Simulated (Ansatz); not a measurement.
## Field gradients at the nuclei in In2O3 under strain

The cell is an entry of the Crystallography Open Database (COD), relaxed with PBE at fixed cell and then changed (z compressed by 1 %, ions relaxed).

```
In O
1.0
     2.74350    1.58396    4.78830
    -2.74350    1.58396    4.78830
     0.00000   -3.16792    4.78830
In O
4 6
Direct
  0.35853 0.35853 0.35853
  0.14147 0.14147 0.14147
  0.64147 0.64147 0.64147
  0.85853 0.85853 0.85853
  0.54572 0.95428 0.25000
  0.25000 0.54572 0.95428
  0.95428 0.25000 0.54572
  0.45428 0.04572 0.75000
  0.75000 0.45428 0.04572
  0.04572 0.75000 0.45428
```

Sites (sets of like atoms) are named by element and the number of their first atom in this list.

The numbers come from a DFT calculation in Ansatz (PBE, plane waves and PAW, scalar-relativistic, 420 eV cutoff, Γ-centred 7×7×7 k-points, Fermi–Dirac smearing 0.02 eV).

C_Q = eQV_zz/h, which is 24.18 MHz for Q = 1 b and V_zz = 10²¹ V/m²; η = (V_xx − V_yy)/V_zz.

¹¹⁵In: I = 9/2, Q = 772.0 mb; 17O: I = 5/2, Q = -25.58 mb. Nuclear quadrupole moments: year-2017 set (Pyykkö).

```csv
site,atoms (order as listed),first shell,V_zz (10²¹ V/m²),η,C_Q (MHz)
In,"1, 2, 3, 4",6 O at 2.11–2.25 Å,5.34,0.00,99.7
O,"5, 6, 7, 8, 9, 10",4 In at 2.11–2.25 Å,-4.35,0.51,2.69
```

An axis of threefold or higher order runs through In, so V_zz lies along it and η is zero.

Without spin–orbit coupling (the program notes it for In) the gradients are little affected as a rule: paired runs on crystals with a gap mostly move them by under 2 % at such atoms. At this changed cell the PBE pressure is 10 GPa.

The relaxation (3 steps) took 12 s of wall time (45 s of CPU time) and 0.64 GiB at its peak, on 4 threads of Arm Neoverse V2 (aarch64; 8 cores open to the job, memory cap 8.0 GiB, no GPU), a shared host with a load of 0.6 a core.
